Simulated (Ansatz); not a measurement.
# What HfO2 (Fm-3m) distorts into

Which phase does HfO2 (Fm-3m) fall into along its unstable mode, and how much energy does it gain?

Program: Ansatz 0.2.0. Level of theory: DFT PBEsol, scalar-relativistic, plane waves, PAW. Results are calculated unless marked as measured.

## (1) The structure

The structure is cubic, space group Fm-3m (No. 225). The conventional cell has a = 5.044 Å, b = 5.044 Å, c = 5.044 Å, α = 90.00°, β = 90.00°, γ = 90.00°. Nearest to Hf lie 8 O at 2.18 Å. Nearest to O lie 4 Hf at 2.18 Å. Farther neighbours and most contacts between anions are not listed.

## (2) The dispersion

The cell comes from relaxations at this level that are not shown. Stability and thermal properties need the whole zone. Linear response on a 4×4×4 q mesh gives force constants as far as a supercell of that size would, and the tensors from the zone-centre run are typed in so that the long-range dipole term is interpolated apart.

File input.yaml:

```yaml
crystal:
  lattice:
    - [0.0, 2.5218796294, 2.5218796294]
    - [2.5218796294, 0.0, 2.5218796294]
    - [2.5218796294, 2.5218796294, 0.0]
  atoms:
    - { symbol: Hf, position: [0.0, 0.0, 0.0] }
    - { symbol: O, position: [0.25, 0.25, 0.25] }
    - { symbol: O, position: [0.75, 0.75, 0.75] }
kpoints:
  mp_grid: { grid: [8, 8, 8] }
hamiltonian:
  xc: pbesol
scf:
  occupations: { method: fixed }
output:
  eigenvalues: true
phonons:
  method: dfpt
  qmesh: [4, 4, 4]
  temperatures: { t_max: 1000, t_step: 50 }
  qpath:
    path:
      - [[0.0, 0.0, 0.0], [0.5, 0.0, 0.5], [0.625, 0.25, 0.625]]
      - [[0.375, 0.375, 0.75], [0.0, 0.0, 0.0], [0.5, 0.5, 0.5], [0.5, 0.25, 0.75], [0.5, 0.0, 0.5]]
    npoints: 10
  non_analytic_term:
    high_frequency_dielectric_tensor: [[5.3783, 0.0, 0.0], [0.0, 5.3783, 0.0], [0.0, 0.0, 5.3783]]
    born_effective_charges:
      - { species: Hf, tensor: [[5.5615, 0.0, 0.0], [0.0, 5.5615, 0.0], [0.0, 0.0, 5.5615]] }
      - { species: O, tensor: [[-2.7808, 0.0, 0.0], [0.0, -2.7808, 0.0], [0.0, 0.0, -2.7808]] }
      - { species: O, tensor: [[-2.7808, 0.0, 0.0], [0.0, -2.7808, 0.0], [0.0, 0.0, -2.7808]] }
    source: "zone-centre run at this cell"
```

Command:

```
$ ansatz run input.yaml --threads 4 --pin off --max-ram 7168MiB --backend cpu --events-out ev --progress --plain --runs-dir out
```

Numbers of over 12 decimals in the logs are rounded to 6 here.

The log of the run:

```text
Warning: phonons: the dynamical matrix that this run interpolates holds no multipole term above the dipole-dipole one, and a site of this crystal is no centre of inversion, so its interpolated transverse optical and acoustic branches and sound speeds can stay off near Gamma, and the density of states and the thermodynamics with them. What a run solves at a wave vector of phonons.qpoints, Gamma apart, where the deck admits one, is free of this, and under fd what a larger phonons.supercell samples
Engine: ansatz 0.2.0, aarch64-unknown-linux-gnu
Pseudopotentials: kind: paw
Pseudopotential: Hf, paw, valence charge 26, recommended cutoff 420 eV (normal), Hf.paw.azcp
Pseudopotential: O, paw, valence charge 6, recommended cutoff 420 eV (normal), O.paw.azcp
Functional definition: PBEsol
  exchange = pbesol_x
  correlation = pbesol_c
Crystal: 3 atoms, lattice volume = 32.078 Å³
Basis set: ecut = 420 eV, 609 PW (Γ), exchange–correlation on 48×48×48 points (8 copies of the dense FFT grid, shifted against one another)
Bands: 23, of which v1, the nominal top of the filled ones, is band 19 counted from 1 (18 counted from 0)
Symmetry: 48 space group operations
k-points: 29 of 512
Non-local potential: Hf, projectors of the file, l = 0: 3, l = 1: 2, l = 2: 2, l = 3: 3
Non-local potential: O, projectors of the file, l = 0: 2, l = 1: 2, l = 2: 1
PAW form: soft (Blöchl's): semilocal exchange-correlation on the pseudo side does not see the compensation charge
PAW frozen core: Hf, regenerated for the run's functional, and the local potential with it (the file was generated under x = pbe(κ = 0.804, μ = 0.219515), c = pbe(β = 0.066725))
PAW frozen core: O, regenerated for the run's functional, and the local potential with it (the file was generated under x = pbe(κ = 0.804, μ = 0.219515), c = pbe(β = 0.066725))
PAW one-centre angular grid: Hf, 590 points (default); XC on 64 Gauss nodes
PAW one-centre angular grid: O, 110 points (default); XC on 64 Gauss nodes
Initial density: superposition of atomic densities (neutral atoms: chi_scale 0, normalization atom), corrected by the library's trained network
Initial wavefunctions: pseudopotential atomic-orbital guess
Functional: x = pbesol(κ = 0.804, μ = 0.123457), c = pbesol(β = 0.046)
SCF iter   1: F=—  HF=-16725.091933 eV  |F-HF|=—  |Δ(HF+E_count)|=         —  Δρ=1.70e-2  dr2=7.29e-2  ethr=1.77e-3  ⟨swp⟩=4.0  Hψ=2191  notcnv=0  defer=56
preconditioner: auto → none  [insulator: Δε(μ)=3.492 eV  Ē_g=18.200 eV  n_scr=14 (ndim 8)  ℏωp=39.3 eV  f_vac=0.061  ε∞_Penn≈5.7]
SCF iter   2: F=—  HF=-16725.080613 eV  |F-HF|=—  |Δ(HF+E_count)|=   1.13e-2  Δρ=1.02e-2  dr2=2.73e-2  ethr=1.92e-4  ⟨swp⟩=2.0  Hψ=1389  notcnv=0  defer=58
SCF iter   3: F=—  HF=-16725.073147 eV  |F-HF|=—  |Δ(HF+E_count)|=   7.47e-3  Δρ=1.34e-3  dr2=2.36e-4  ethr=7.19e-5  ⟨swp⟩=2.0  Hψ=1124  notcnv=0  defer=58
SCF iter   4: F=—  HF=-16725.073241 eV  |F-HF|=—  |Δ(HF+E_count)|=   9.39e-5  Δρ=5.36e-4  dr2=2.79e-5  ethr=6.21e-7  ⟨swp⟩=2.6  Hψ=1210  notcnv=0  defer=57
SCF iter   5: F=—  HF=-16725.073270 eV  |F-HF|=—  |Δ(HF+E_count)|=   2.87e-5  Δρ=1.21e-4  dr2=1.42e-6  ethr=7.33e-8  ⟨swp⟩=2.6  Hψ=1245  notcnv=0
SCF iter   6: F=—  HF=-16725.073272 eV  |F-HF|=—  |Δ(HF+E_count)|=   2.16e-6  Δρ=7.38e-6  dr2=7.93e-9  ethr=3.74e-9  ⟨swp⟩=2.3  Hψ=1093  notcnv=0
SCF iter   7: F=—  HF=-16725.073272 eV  |F-HF|=—  |Δ(HF+E_count)|=   6.18e-9  Δρ=6.56e-7  dr2=7.31e-11  ethr=2.09e-11  ⟨swp⟩=2.0  Hψ=1185  notcnv=0
SCF iter   8: F=-16725.073272 eV  HF=-16725.073272 eV  |F-HF|=3.64e-12  |Δ(HF+E_count)|=  1.53e-10  Δρ=8.58e-8  dr2=1.30e-12  ethr=1.00e-12  ⟨swp⟩=7.2  Hψ=3722  notcnv=0
SCF 1 converged in 8 iterations: F = -16725.073272 eV  dr2 = 1.30e-12
  greatest PAW one-centre occupation: 0.999 electrons in one spin orbital (limit 2), on the Hf atom at site 0 (counted from 0), in its partial waves of l = 3
NSCF: frozen V_eff on 29 k-points
NSCF: frozen V_eff on 59 k-points
DFPT response loops at q = (0, 0, 0) (fractional): preconditioner auto → none (the input reference at scf.mixing.eps_inf says where Resta's filter doesn't serve); β = 0.50; Broyden in place of MSR1
NSCF: frozen V_eff on 576 k-points
DFPT response loops at q = (0, 0, 0.25) (fractional): mixed as the last ones told, above
NSCF: frozen V_eff on 300 k-points
DFPT response loops at q = (0, 0, -0.5) (fractional): preconditioner auto → Resta (q_TF=auto, 2.806 Å⁻¹)  ε∞=4.0 (no band partly filled); β = 1.00, the filter's whole step (`scf.mixing.beta` (0.50) is not read by the response loops at its default; to damp them type it under 1.00, their step now; it binds the ground state too); Broyden in place of MSR1
NSCF: frozen V_eff on 328 k-points
DFPT response loops at q = (0, 0.25, 0.25) (fractional): preconditioner auto → none (the input reference at scf.mixing.eps_inf says where Resta's filter doesn't serve); β = 0.50; Broyden in place of MSR1
NSCF: frozen V_eff on 1024 k-points
DFPT response loops at q = (0, 0.25, -0.5) (fractional): preconditioner auto → Resta (q_TF=auto, 2.806 Å⁻¹)  ε∞=4.0 (no band partly filled); β = 1.00, the filter's whole step (`scf.mixing.beta` (0.50) is not read by the response loops at its default; to damp them type it under 1.00, their step now; it binds the ground state too); Broyden in place of MSR1
NSCF: frozen V_eff on 576 k-points
DFPT response loops at q = (0, 0.25, -0.25) (fractional): preconditioner auto → none (the input reference at scf.mixing.eps_inf says where Resta's filter doesn't serve); β = 0.50; Broyden in place of MSR1
NSCF: frozen V_eff on 190 k-points
DFPT response loops at q = (0, -0.5, -0.5) (fractional): preconditioner auto → Resta (q_TF=auto, 2.806 Å⁻¹)  ε∞=4.0 (no band partly filled); β = 1.00, the filter's whole step (`scf.mixing.beta` (0.50) is not read by the response loops at its default; to damp them type it under 1.00, their step now; it binds the ground state too); Broyden in place of MSR1
NSCF: frozen V_eff on 328 k-points
DFPT response loops at q = (0.25, -0.5, -0.25) (fractional): preconditioner auto → none (the input reference at scf.mixing.eps_inf says where Resta's filter doesn't serve); β = 0.50; Broyden in place of MSR1
SCF converged after 8 iterations
Free energy (F): -16725.073272 eV
Harris-Foulkes:  -16725.073272 eV  (|F-HF|=3.64e-12)
Internal energy: -16725.073272 eV  (E = F + TS)
E sigma→0 (E₀):  -16725.073272 eV
Fermi energy:    16.227224 eV
--- Per-component energies (eV) ---
  E_band       = 61.701174
  E_kinetic    = 771.867800
  E_local      = -5694.258633  (includes V_loc(G=0)·N_el)
  E_nonlocal   = -1140.844326
  E_hartree    = 2613.398534
  E_xc         = -443.743998
  E_vxc        = -453.549919  (∫ρ·V_xc dr)
  E_paw        = -7111.019998  (= ΣΔE_a)
  E_vpaw       = 1351.684152  (= ΣTr[D̂ρ^β])
  E_aug_tail   = 0.004965  (compensation charges beyond the density's cutoff)
  E_ewald      = -5721.799284
  E_core_change = 1.321667  (= ΣΔE_core)
  E_smearing   = -0.000000  (= −TS)
  E_closure    = 0.000000  (closes the sum)
  Σ components = -16725.073272   (vs F -16725.073272, Δ=0.00e0)
--- Band table (eV; the first three rows and the last of 29) ---
  k-point 0: bands = [... 15 lower, 10.6740, 15.5938, 15.5938, 15.5938, 20.0339, 20.0339, 21.9392, 26.8378]
  k-point 1: bands = [... 15 lower, 11.1271, 15.1218, 15.2915, 15.2915, 20.3410, 20.3410, 22.5538, 26.0915]
  k-point 2: bands = [... 15 lower, 12.1560, 14.1869, 14.7523, 14.7523, 20.7952, 20.7952, 23.1946, 25.5252]
  k-point 28: bands = [... 15 lower, 13.5694, 13.5694, 14.7384, 16.0126, 20.9981, 21.3643, 23.3916, 23.3916]
--- Phonons (Γ-DFPT): 2 representative perturbations + reference (Σ response iterations 7) ---
  ASR residual: 1.651e-5 → 0.000e0 eV/Å²; symmetrization residual: 2.239e-6 eV/Å²
  ASR residual per site (eV/Å²): 6.96e-9 1.65e-5 1.65e-5
  Γ frequencies (cm⁻¹): 0.00 0.00 0.00 236.00 236.00 236.00 579.97 579.97 579.97
--- Phonons (arbitrary-q DFPT): 8 irreducible q on the 4×4×4 mesh ---
  q = [0.0000, 0.0000, 0.0000] (star 1, of the zone-centre solve; hermiticity 3.97e-7, symmetrization 6.72e-13): -0.00 -0.00 0.00 236.00 236.00 236.00 579.97 579.97 579.97
  q = [0.0000, 0.0000, 0.2500] (star 8, 2 solved perturbations on 288 of 512 k-point pairs; hermiticity 4.74e-8, symmetrization 6.17e-9): 77.01 77.01 146.55 320.01 320.01 537.30 555.28 555.28 605.56
  q = [0.0000, 0.0000, -0.5000] (star 4, 2 solved perturbations on 150 of 512 k-point pairs; hermiticity 4.98e-6, symmetrization 4.88e-6): 88.23 88.23 192.81 402.83 402.83 499.66 515.57 515.57 588.64
  q = [0.0000, 0.2500, 0.2500] (star 6, 4 solved perturbations in 528 linear systems a pass and spin channel, the states on 164 of 512 k-point pairs; hermiticity 5.69e-8, symmetrization 4.46e-8): 75.53 75.53 197.27 251.46 251.46 432.53 574.52 574.52 653.66
  q = [0.0000, 0.2500, -0.5000] (star 24, 4 solved perturbations in 1600 linear systems a pass and spin channel, the states on 512 of 512 k-point pairs; hermiticity 4.03e-8, symmetrization 1.75e-8): 91.90 124.39 190.61 264.89 343.83 350.73 542.81 567.82 654.97
  q = [0.0000, 0.2500, -0.2500] (star 12, 4 solved perturbations in 904 linear systems a pass and spin channel, the states on 288 of 512 k-point pairs; hermiticity 7.30e-6, symmetrization 3.65e-6): 89.22 118.38 190.36 220.20 424.45 455.21 477.73 583.43 629.74
  q = [0.0000, -0.5000, -0.5000] (star 3, 4 solved perturbations in 308 linear systems a pass and spin channel, the states on 95 of 512 k-point pairs; hermiticity 1.56e-7, symmetrization 8.56e-8): -221.02 96.54 96.54 254.56 307.63 307.63 560.30 560.30 690.90
  q = [0.2500, -0.5000, -0.2500] (star 6, 4 solved perturbations in 502 linear systems a pass and spin channel, the states on 164 of 512 k-point pairs; hermiticity 6.62e-6, symmetrization 3.17e-6): -33.43 100.05 185.85 185.85 238.44 463.87 463.87 601.72 663.93
  sum rule: each row above includes the acoustic sum rule's correction from the zone centre's row sums; it moved no ω² by more than (0.53 cm⁻¹)²
  mesh force constants: q→R imaginary residual 5.83e-18; ASR residual 1.651e-5 → 0.000e0 eV/Å²; symmetrization residual 1.954e-14 eV/Å²
  interpolated dispersion: 63 rows × 9 modes
  density of states and harmonic sums: on the 24×24×24 q-mesh, interpolated from the force constants of a 4×4×4 supercell (with the dipole–dipole term of supplied tensors)
  largest difference from the sums on the solved wave vectors: F 2.15e-2 eV, S 2.86e-5 and C_V 7.74e-6 eV/K
  zero-point energy: 0.193277 eV/cell   skipped modes (ω ≤ 0): 54, of them read as no rigid motion or as one in doubt: 51 (1.057e-1 modes/cell left out, lowest -221.02 cm⁻¹)   left out of the sums: 1.18e-2 of the cell's modes: C_V's classical limit lies that fraction below 3 k_B per atom; for a crystal, a wire or a layer, F and S can be off by more, and a phonons.interpolated_qmesh denser along its periods is the remedy for the sampling
```

Wall time 1.9 min (4 threads of Arm Neoverse V1, shared host); peak memory 1.3 GiB.

This step gave:

| Quantity | Value |
| --- | --- |
| gap on the k-mesh | 3.688 eV |
| volume per atom | 10.69 Å³ |
| sum-rule residual before enforcement | 1.65e-5 eV/Å² |
| lowest frequency on the path | -221.0 cm⁻¹ |
| point group | m-3m |
| highest frequency on the path or at a solved wavevector | 690.9 cm⁻¹ |
| highest optical mode at the zone centre (no LO-TO term) | 580.0 cm⁻¹ |
| lowest optical zone-centre mode | 236 cm⁻¹ |
| lowest mode on the q mesh (acoustic modes at Γ apart) | -221.0 cm⁻¹ |

Frequencies (cm⁻¹) solved at each irreducible wavevector; negative means imaginary. Frequencies by wavevector, by row:

```csv
q in reciprocal lattice units,star,mode 1,mode 2,mode 3,mode 4,mode 5,mode 6,mode 7,mode 8,mode 9
0 0 0,1,0,0,0,236,236,236,580,580,580
0 0 0.25,8,77,77,146.6,320,320,537.3,555.3,555.3,605.6
0 0 -0.5,4,88.2,88.2,192.8,402.8,402.8,499.7,515.6,515.6,588.6
0 0.25 0.25,6,75.5,75.5,197.3,251.5,251.5,432.5,574.5,574.5,653.7
0 0.25 -0.5,24,91.9,124.4,190.6,264.9,343.8,350.7,542.8,567.8,655
0 0.25 -0.25,12,89.2,118.4,190.4,220.2,424.4,455.2,477.7,583.4,629.7
0 -0.5 -0.5,3,-221,96.5,96.5,254.6,307.6,307.6,560.3,560.3,690.9
0.25 -0.5 -0.25,6,-33.4,100,185.8,185.8,238.4,463.9,463.9,601.7,663.9
```

Interpolated from a 4×4×4 q mesh, with the LO-TO term (at Γ the limit along the path; where Γ stands inside the path, tables give the limit on arrival). The phonon branches at the labelled points (cm⁻¹):

```csv
point,branch 1,branch 2,branch 3,branch 4,branch 5,branch 6,branch 7,branch 8,branch 9
Γ,0,0,0,236,236,580,580,580,617
halfway,76,76,197,252,252,432,574,574,654
X,-221,96,96,255,308,308,560,560,691
halfway,-193,95,115,241,314,326,554,564,686
U,-89,92,151,213,329,370,535,571,671
jump to K,-89,92,151,213,329,370,535,571,671
halfway,87,87,174,241,393,488,521,585,615
Γ,0,0,0,236,236,580,580,580,617
halfway,77,77,146,320,320,537,555,555,606
L,88,88,193,403,403,500,516,516,589
halfway,91,144,172,298,322,445,495,581,638
W,-33,100,186,186,238,464,464,602,664
halfway,-167,98,128,232,282,368,534,579,680
X,-221,96,96,255,308,308,560,560,691
```

The phonon branches as a text plot (rows in cm⁻¹):

```
    672 |      *************                            *********
    634 |******             ****  *******            ***
    596 |****               ************************* ********
    558 | ** ***************     *****   *****     ***        ***
    520 |   *             **    **          **********      **
    482 |    **             *****               ***   ******
    444 |      *            *  *                   ******  *
    406 |                  * ** *               *****       **
    368 |       *        ** *    *            **   ***        *
    330 |              *****                **       **        *
    292 |        ******           **      **          **      ***
    254 |***************        **********              *********
    216 |      **       ********                        *   **
    178 |    **            ******            ***************
    140 |   *           *** ***  ***       **        ****   **
    102 |  *    *****************   *     *   *******************
     64 | * ****  **             ****    *****           *
     26 | **                        **  **
    -12 |*                            **
    -50 |                                                 **
    -88 |                 *
   -126 |                *                                  **
   -164 |               *
   -202 |           ****                                      ***
         Γ           X  U|K            Γ         L        W     X
```

Symmetry leaves 8 wavevectors to solve. The lowest mode among them, the acoustic zeros apart, lies at q = (0, -0.5, -0.5) and is imaginary, 221.0i cm⁻¹, so the energy falls along it.

## (3) The mode frozen in, largest atomic shift 0 Å

The mode followed lies at q = (0, -0.5, -0.5) with frequency 221.0i cm⁻¹, the softest among the wavevectors solved. At small amplitude the distorted cell has space group no. 137 by a symmetry search on the positions. The undistorted cell that holds it gives the zero of energy on the same k mesh.

System of this step: HfO2. It takes space group Fm-3m (No. 225, cubic). The conventional cell has a = 5.044 Å, b = 5.044 Å, c = 5.044 Å, α = 90.00°, β = 90.00°, γ = 90.00°. Nearest to Hf lie 8 O at 2.18 Å. O has 4 Hf at 2.18 Å nearest. Farther neighbours and most contacts between anions are not listed.

File input.yaml:

```yaml
crystal:
  lattice:
    - [0.0, -2.5218796294, -2.5218796294]
    - [0.0, 2.5218796294, -2.5218796294]
    - [5.0437592588, 0.0, 0.0]
  atoms:
    - { symbol: Hf, position: [0.5, 0.5, 0.5] }
    - { symbol: Hf, position: [0.0, 0.0, 0.0] }
    - { symbol: O, position: [0.0, 0.5, 0.75] }
    - { symbol: O, position: [0.5, 0.0, 0.25] }
    - { symbol: O, position: [0.0, 0.5, 0.25] }
    - { symbol: O, position: [0.5, 0.0, 0.75] }
kpoints:
  mp_grid: { grid: [6, 6, 4] }
hamiltonian:
  xc: pbesol
scf:
  occupations: { method: gaussian, width: 0.02 }
output:
  forces: true
  stress: true
  eigenvalues: true
```

The log of the run:

```text
[...]
Crystal: 6 atoms, lattice volume = 64.155 Å³
Basis set: ecut = 420 eV, 1245 PW (Γ), exchange–correlation on 48×48×72 points (8 copies of the dense FFT grid, shifted against one another)
Bands: 46, of which v1, the nominal top of the filled ones, is band 38 counted from 1 (37 counted from 0)
Symmetry: 32 space group operations
[...]
k-points: 30 of 144
[...]
k-point 0: bands = [... 34 lower, 15.5941, 15.5941, 15.5941, 16.2276, 19.9157, 20.0338, 20.0338, 21.7329, ... 2 higher]
  k-point 1: bands = [... 34 lower, 15.0287, 15.1245, 15.6146, 15.6146, 20.2115, 20.2396, 20.4875, 21.4277, ... 2 higher]
  k-point 2: bands = [... 34 lower, 15.5047, 15.5047, 15.5047, 15.5047, 20.6805, 20.6805, 20.7861, 20.7861, ... 2 higher]
  k-point 29: bands = [... 34 lower, 14.7387, 14.7387, 16.0129, 16.0129, 20.9982, 20.9982, 21.3642, 21.3642, ... 2 higher]
[key lines of the parts left out:]
SCF converged after 7 iterations
Free energy (F): -33450.146338 eV
Fermi energy:    18.071622 eV
P = ⅓ Tr σ = 0.0061 GPa (0.061 kbar)
```

The job ended after 2 s (4 threads; peak memory 0.4 GiB; 5.7 s of CPU time).

Numbers from this step:

```yaml
pressure: 0.006110 GPa
energy_from_the_undistorted_cell: 0 meV/atom
```

At this level the gap is 3.69 eV on the k-mesh of the self-consistent run, which can miss the band edges.

## (4) The mode frozen in, largest atomic shift 0.22 Å

The atoms are moved along the unstable eigenvector, the largest shift by 0.22 Å, with the cell fixed.

input.yaml, the sections that differ from step 3:

```yaml
crystal:
  lattice:
    - [0.0, -2.5218796294, -2.5218796294]
    - [0.0, 2.5218796294, -2.5218796294]
    - [5.0437592588, 0.0, 0.0]
  atoms:
    - { symbol: Hf, position: [0.5, 0.5, 0.5] }
    - { symbol: Hf, position: [0.0, 0.0, 0.0] }
    - { symbol: O, position: [0.0, 0.5, 0.7936182595] }
    - { symbol: O, position: [0.5, 0.0, 0.2063817405] }
    - { symbol: O, position: [0.0, 0.5, 0.2936182595] }
    - { symbol: O, position: [0.5, 0.0, 0.7063817405] }
# kpoints, hamiltonian, scf, output: as in step 3
```

The log of the run:

```text
[...]
Crystal: 6 atoms, lattice volume = 64.155 Å³
Basis set: ecut = 420 eV, 1245 PW (Γ), exchange–correlation on 48×48×72 points (8 copies of the dense FFT grid, shifted against one another)
Bands: 46, of which v1, the nominal top of the filled ones, is band 38 counted from 1 (37 counted from 0)
Symmetry: 16 space group operations
[...]
k-points: 30 of 144
[...]
k-point 0: bands = [... 34 lower, 15.2817, 15.3756, 15.3756, 15.5733, 20.0399, 20.0683, 21.1166, 21.7264, ... 2 higher]
  k-point 1: bands = [... 34 lower, 14.6473, 14.6875, 15.4198, 15.4198, 20.2447, 20.4200, 21.2089, 21.4242, ... 2 higher]
  k-point 2: bands = [... 34 lower, 14.9617, 14.9617, 15.4590, 15.4590, 20.7877, 20.7877, 21.0899, 21.0899, ... 2 higher]
  k-point 29: bands = [... 34 lower, 14.1069, 14.1069, 15.5386, 15.5386, 21.3836, 21.3836, 21.6559, 21.6559, ... 2 higher]
[key lines of the parts left out:]
SCF converged after 7 iterations
Free energy (F): -33450.262263 eV
Fermi energy:    17.833559 eV
P = ⅓ Tr σ = 4.5793 GPa (45.793 kbar)
```

Run time: 1.6 s. Hardware: 4 threads; peak memory 0.4 GiB; 5.4 s of CPU time.

A gap read on the k-mesh alone can miss the band edges.

Numbers from this step:

```
pressure                         : 4.579 GPa
gap on the k-mesh                : 4.413 eV
energy from the undistorted cell : -19.32 meV/atom
```

The energy, extrapolated to zero smearing, is -19.32 meV/atom against the undistorted cell.

(Continued in part 2 of 3.)

[Logs are printed without paths, hosts, clocks, repeated set-up lines and the standing remarks that a program may print on its own settings, such as how far it seeks lower states.]

[Hosts, paths, dates, database ids (printed as entryN), source tags and the programs' standing remarks are cut or masked in the printed files.]
